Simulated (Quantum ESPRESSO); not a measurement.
BaTiO3, 5 atoms in the cell. Symmetry: P4mm, No. 99, tetragonal system. The conventional cell has a = 4.000 Å, b = 4.000 Å, c = 4.018 Å, α = 90.00°, β = 90.00°, γ = 90.00°. Around Ba (site symmetry 4mm) lie 12 O at 2.79 to 2.88 Å. Ti (site symmetry 4mm) has 6 O at 1.89 to 2.13 Å as nearest neighbours. Around O (site symmetry 2mm) lie 2 Ti at 2.00 Å. Around O (site symmetry 4mm) lie 2 Ti at 1.89 to 2.13 Å. 

- Program: Quantum ESPRESSO 7.5
- Task: equation of state
- Functional: rPW86PBE
- Dispersion: rVV10
- Potentials or basis: PseudoDojo 0.5 SR PBE stringent
- Cutoff: 1252 eV
- Density cutoff: 5007 eV
- k mesh: 3 × 3 × 3
- Occupations: fermi-dirac, width 0.05 eV
- Spin: no spin polarisation
- rVV10 parameter b: 6.3
- Mixing beta: 0.5
- Most SCF iterations: 120
- SCF threshold: 1e-09 Ry

Potentials or basis: PseudoDojo 0.5 SR PBE stringent.

Launch:

```console
$ OMP_NUM_THREADS=1 python run.py
```

Hardware: 1 thread of Arm Neoverse N1, on a shared host.

Task: How long does it take, and how much memory?

Result: It took 17 min on 1 thread of Arm Neoverse N1 (shared host), peak memory 0.19 GiB. Counts: scf iterations 16, k pools 1, g dense 54883.
